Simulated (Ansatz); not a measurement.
SrF2 (fluorite), relaxed with HSE06 (Ansatz, a quantum-chemistry and plane-wave program, plane waves, PAW): a = b = c = 5.811 Å, α = β = γ = 90.00°.

```
Quantity              Result
--------------------  ------
gap (eV)                8.96
B₀ by P(V) fit (GPa)    69.5
```

**Question.** The same phase is relaxed and computed with r²SCAN in the same code. What are the cell and these values now?

**Answer.** a = b = c = 5.7906 Å, α = β = γ = 90.00°.

- gap (eV) = 7.60
- B₀ by P(V) fit (GPa) = 74.3

All cells were relaxed under the symmetry of their starts (and spin orders); stability against distortions was not tested throughout. Scalar-relativistic: spin–orbit coupling is off unless named, which matters more the heavier the elements.

Potentials: the later of the program's two PAW sets.

Ansatz is a plane-wave DFT program.
